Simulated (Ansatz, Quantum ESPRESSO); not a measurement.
**Ga1-xInxP: cell size against composition**

Does the cell follow a straight line between the end members?

Calculated with Quantum ESPRESSO 7.5, PBEsol, GBRV 1.5 ultrasoft potentials, cutoff 680 eV, Fermi–Dirac smearing 0.02 eV, k-mesh 4×4×4, no spin polarisation, no spin-orbit coupling.

Each composition is one ordered cell of the zinc blende structure with 8 sites to fill (x is the share of In on the Ga sites), chosen so that its near-neighbour pairs are as close to random as the cell allows, with cell and atoms relaxed. The cell at x = 0.125: a = 7.7671 Å, b = 7.7671 Å, c = 7.7671 Å, α = 60.00°, β = 60.00°, γ = 60.00°.

```csv
x,formula,space group,volume for each atom (Å³)
0,GaP,F-43m,20.079
0.125,InGa7P8,F-43m,20.708
0.25,InGa3P4,Amm2,21.354
0.375,In3Ga5P8,R3m,22.003
0.5,InGaP2,Ima2,22.636
0.625,In5Ga3P8,R3m,23.315
0.75,In3GaP4,Amm2,23.972
1,InP,F-43m,25.328
```

**Question.** Fit the trend and give the value at x = 0.875, a row left out above.

The law is y = (1 − x) y0 + x y1 − b x(1 − x). With w = x(1 − x) and δ the distance of each inner row from the straight line, b = −Σδw/Σw².

| x | w | δ |
| --- | --- | --- |
| 0.125 | 0.1094 | −0.027 |
| 0.25 | 0.1875 | −0.037 |
| 0.375 | 0.2344 | −0.044 |
| 0.5 | 0.2500 | −0.068 |
| 0.625 | 0.2344 | −0.045 |
| 0.75 | 0.1875 | −0.044 |

Σδw = −0.05589 and Σw² = 0.2546, so b = 0.219 Å³. At x = 0.875 the law gives 24.648 Å³. The run itself gives 24.634 Å³, so the estimate misses by 0.014 Å³; the fitted rows themselves lie up to 0.013 Å³ off the law.

At x = 0.5 the bowing term is 0.24 % of the value there, against 26.1 % between the ends, so the straight line holds well.

One small ordered cell stands for each composition, so a random alloy may differ.

The same fit over all rows at other levels or in other programs gives b = 0.216 Å³ with PBEsol (Ansatz) and 0.211 Å³ with r2SCAN (Ansatz).

[Logs are printed without paths, hosts, clocks, repeated set-up lines and the standing remarks that a program may print on its own settings, such as how far it seeks lower states.]
